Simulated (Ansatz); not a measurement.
Br:

```
Br
1.0
     3.36325   -2.32255    0.00000
     3.36325    2.32255    0.00000
     0.00000    0.00000    8.70230
Br
4
Direct
  0.36510 0.63490 0.39010
  0.13490 0.86510 0.89010
  0.63490 0.36510 0.60990
  0.86510 0.13490 0.10990
```

| Property | Result |
| --- | --- |
| Program | Ansatz 0.2.0 |
| Task | relaxation of cell and atoms |
| Functional | LDA |
| Potentials or basis | Ansatz PAW |
| Cutoff | 420 eV (not typed: the program's choice for these potentials) |
| k mesh | 7 × 7 × 3 |
| Occupations | fermi-dirac, width 0.05 eV |
| Spin | no spin polarisation |

At the start: volume 33.99 Å³/atom.

Question: How do energy, volume and symmetry change on relaxing?

Answer: It ends after 9 steps and the volume is 27.49 Å³/atom (-19.1 %); space group Cmce (No. 64, to 0.05 Å).

Step by step:
```csv
step,energy change (eV),largest force (eV/Å),volume (Å³)
1,0.0000,0.6947,135.95
2,-0.2723,0.4540,121.90
3,-0.3911,0.1933,112.32
4,-0.4282,0.0549,110.51
5,-0.4403,0.0235,109.64
6,-0.4418,0.0115,109.64
7,-0.4422,0.0036,109.62
8,-0.4422,0.0016,109.98
9,-0.4385,0.0013,109.98
```

Final structure:
```cif
data_structure
_symmetry_space_group_name_H-M 'P 1'
_symmetry_Int_Tables_number 1
_cell_length_a 3.8648
_cell_length_b 3.8648
_cell_length_c 8.4037
_cell_angle_alpha 90.000
_cell_angle_beta 90.000
_cell_angle_gamma 61.183
_cell_volume 109.98
loop_
_atom_site_label
_atom_site_type_symbol
_atom_site_fract_x
_atom_site_fract_y
_atom_site_fract_z
_atom_site_occupancy
Br1 Br 0.33748 0.66252 0.37918 1
Br2 Br 0.16252 0.83748 0.87918 1
Br3 Br 0.66252 0.33748 0.62082 1
Br4 Br 0.83748 0.16252 0.12082 1
```

Caveat: the volume moved by over 15 % at a fixed basis, so the end points are rough; the plane-wave basis is chosen anew once the cell has moved, so the energies of steps on either side of that aren't comparable; the volume moved by -19 % from the deposited cell, more than functionals usually miss; the PAW data sets come from PBE, with cores solved anew for the run's functional, which leaves a small shift of forces and pressure.
